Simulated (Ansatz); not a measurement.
# Rb under changes of volume

One of the cells (88.043 Å³/atom); the others are scaled copies at fixed shape and fractional positions:

```
Rb
1.0
    -2.80250    2.80250    2.80250
     2.80250   -2.80250    2.80250
     2.80250    2.80250   -2.80250
Rb
1
Direct
  0.00000 0.00000 0.00000
```

| Quantity | Value |
| --- | --- |
| Program | Ansatz 0.2.0 |
| Functional | LDA |
| Potentials or basis | all-electron LAPW, scalar-relativistic |
| Cutoff | 52 eV (chosen from the basis error) |
| Basis error allowed | 0.001 eV/atom |
| k mesh | 7 × 7 × 7 |
| Occupations | fermi-dirac, width 0.05 eV |
| Spin | no spin polarisation |

| volume (Å³/atom) | energy over the lowest point (meV/atom) | pressure (GPa) |
| --- | --- | --- |
| 82.761 | 0.00 | -0.2 |
| 84.522 | 2.65 | -0.3 |
| 86.283 | 5.84 | -0.3 |
| 88.043 | 9.60 | -0.4 |
| 89.804 | 13.83 | -0.4 |
| 91.565 | 18.47 | -0.4 |
| 93.326 | ? | ? |

**Question.** What does the run at 93.326 Å³/atom give?

**Answer.** Energy over the lowest point 23.49 meV/atom; pressure -0.5 GPa.

Worked out: A Birch-Murnaghan fit of order 3 (a polynomial in V^(-2/3)) to the other rows has no minimum within the range. It gives 23.51 meV/atom at 93.326 Å³/atom, against the run's 23.49, and -dE/dV = -0.5 GPa, against -0.5.

Energies are extrapolated to zero smearing.
